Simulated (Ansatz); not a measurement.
# MoSe₂, a known structure type with other elements, at an estimated volume

```yaml
crystal:
  lattice:
    - [1.66527, 2.88433, 0.00000]
    - [-1.66527, 2.88433, 0.00000]
    - [0.00000, 0.00000, 13.21614]
  atoms:
    - { symbol: Mo, position: [0.33330, 0.33340, 0.25000] }
    - { symbol: Mo, position: [0.66660, 0.66670, 0.75000] }
    - { symbol: Se, position: [0.33330, 0.33340, 0.62500] }
    - { symbol: Se, position: [0.66660, 0.66670, 0.12500] }
    - { symbol: Se, position: [0.33330, 0.33340, 0.87500] }
    - { symbol: Se, position: [0.66670, 0.66670, 0.37500] }
```

Level: r2SCAN, no spin polarisation; 500 eV; 9×9×2 Γ-centred mesh; fermi-dirac occupations (width 0.0386 eV); Ansatz 0.2.0, fixed geometry.

Formation energy: -0.75 eV an atom against the elements' usual phases (free molecules for gases, crystals otherwise, with no correction for O₂ or N₂), so it is bound against them; other compounds may still compete. Relaxing would lower it.
Electronic structure: The gap is 1.06 eV, indirect (the least direct gap found is 1.43 eV).
Band edges: Within 0.7 eV of the edges, the states project mainly on Mo d (68 %) and Se p (29 %) below the gap and on Mo d (71 %) and Se p (25 %) above it.
Contacts: Mo–Se at 2.53 Å: least valence density 0.53 e/Å³ and ELF 0.51 there. Both are smooth PAW fields, read partly inside the augmentation spheres.

Origin: a known structure type with other elements, at an estimated volume, so it need not be a known compound.
